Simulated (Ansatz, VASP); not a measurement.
# Sb: VASP beside Ansatz

```
Sb
1.0
    -1.83314    1.83314    1.83314
     1.83314   -1.83314    1.83314
     1.83314    1.83314   -1.83314
Sb
1
Direct
  0.00000 0.00000 0.00000
```

Change from the starting cell: volume scaled by 0.94.

Alike in both runs: task single point; functional PBE; k mesh 10 × 10 × 10; occupations fermi-dirac, width 0.05 eV; no spin polarisation.

```csv
,VASP,Ansatz
version,VASP 6.6.1,Ansatz 0.2.0
potentials or method,"VASP PAW PBE potentials, release 64 (Sb)",Ansatz PAW
plane-wave cutoff (eV),520,420
valence electrons in the cell,5,15
```

```csv
,VASP,Ansatz,Ansatz less VASP
gap on the k mesh at the Fermi level (eV),none,none,-
pressure (GPa),8.1,8.2,+0.12
```

A gap of «none» marks a metal or a gap that the smearing closes. The two sets of potentials don't hold the same shells in valence.

Spin-orbit coupling is left out, which matters for the levels of Sb.
